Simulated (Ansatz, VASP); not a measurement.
One calculation of MgO, two programs

```
CELL_PARAMETERS angstrom
0.00000 2.30589 2.30589
2.30589 0.00000 2.30589
2.30589 2.30589 0.00000
ATOMIC_POSITIONS crystal
Mg 0.00000 0.00000 0.00000
O 0.25000 0.25000 0.25000
```

Alike in both runs: task electric field gradients; functional PBE; k mesh 13 × 13 × 13; occupations fermi-dirac, width 0.08 eV; no spin polarisation.

|  | VASP | Ansatz |
| --- | --- | --- |
| version | VASP 6.6.1 | Ansatz 0.2.0 |
| potentials or method | VASP PAW PBE potentials, release 64 (Mg, O), cutoff 520 eV | all-electron PAW with datasets made for the crystal, scalar-relativistic |

Ansatz gave:

```
gap on the k mesh at the Fermi level (eV)                      : 3.48
pressure (GPa)                                                 : 0.1
Vzz of the field gradient on the site that differs most (V/Å²) : 0.0
```

Task: What did VASP give for the same quantities?

Result: gap on the k mesh at the Fermi level (eV): 3.47; pressure (GPa): -0.3; Vzz of the field gradient on the site that differs most (V/Å²): 0.0.

Ansatz ran all-electron here, so the differences hold the error of VASP's frozen core and of both bases.

Caveats: an odd mesh through Γ misses points on the zone boundary, where band edges often lie.
